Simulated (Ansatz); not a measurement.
**Pd: distorted cells**

All numbers below come from DFT PBE, scalar-relativistic, plane waves, PAW (Ansatz).

Plane waves to 420 eV, a k mesh through Γ of 16×16×16 on the computed 1-atom cell and Gaussian smearing (0.10 eV); no spin polarisation.

Reference cell:

```
Pd
1.0
     0.00000    1.94490    1.94490
     1.94490    0.00000    1.94490
     1.94490    1.94490    0.00000
Pd
1
Cartesian
  0.0000 0.0000 0.0000
```

Each variant moves atoms of this cell by the vectors given, if any (Å), and then applies a symmetric strain (tensor components, Cartesian axes). The reference cell isn't relaxed at this level. Energies are per atom at zero smearing, counted from the lowest variant. Pressure is positive in compression.

1. strain (xx yy zz yz xz xy, %) 6.14 6.14 0.14 0.00 0.00 0.00
2. strain (xx yy zz yz xz xy, %) -5.66 -2.66 -2.66 0.00 0.00 0.00
3. strain (xx yy zz yz xz xy, %) 4.40 3.69 3.62 -0.01 -0.33 0.11
4. strain (xx yy zz yz xz xy, %) 3.37 3.31 4.09 -0.32 -0.24 0.42
5. strain (xx yy zz yz xz xy, %) 0.92 0.24 0.35 -0.12 0.50 0.41

| result | ΔE (meV/atom) | P (GPa) |
| --- | --- | --- |
| A | 26.0 | -9.06 |
| B | 221.7 | 39.28 |
| C | 0.0 | 4.74 |
| D | 44.0 | -10.58 |
| E | 34.9 | -10.09 |

(1) Which variant gave which result?

Results:

(1) A is 4, B is 2, C is 5, D is 1, E is 3. The pressure falls as the cell grows: from the smallest volume to the largest the variants are 2, 5, 4, 3, 1.